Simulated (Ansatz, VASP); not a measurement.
Two plane-wave programs on BiTe

```
Bi Te
1.0
     0.00000    3.13189    3.13189
     3.13189    0.00000    3.13189
     3.13189    3.13189    0.00000
Bi Te
1 1
Cartesian
  0.0000 0.0000 0.0000
  3.1319 3.1319 3.1319
```

Alike in both runs: task single point; functional PBEsol; k mesh 12 × 12 × 12; occupations gaussian, width 0.1 eV; no spin polarisation.

```csv
,VASP,Ansatz
version,VASP 6.6.1,Ansatz 0.2.0
potentials or method,"VASP PAW PBE potentials, release 64 (Bi_d, Te)","scalar-relativistic, plane waves, PAW"
plane-wave cutoff (eV),520,420
valence electrons in the cell,21,31
```

|  | VASP | Ansatz | Ansatz less VASP |
| --- | --- | --- | --- |
| gap on the k mesh at the Fermi level (eV) | none | none | - |
| pressure (GPa) | 3.9 | 3.9 | 0.00 |

A gap of «none» marks a metal or a gap that the smearing closes. The two sets of potentials don't hold the same shells in valence.

Caveats: the PAW data sets were made with another functional, which shifts forces and pressure a little (VASP); spin-orbit coupling is left out, which moves the levels of the heavy elements.
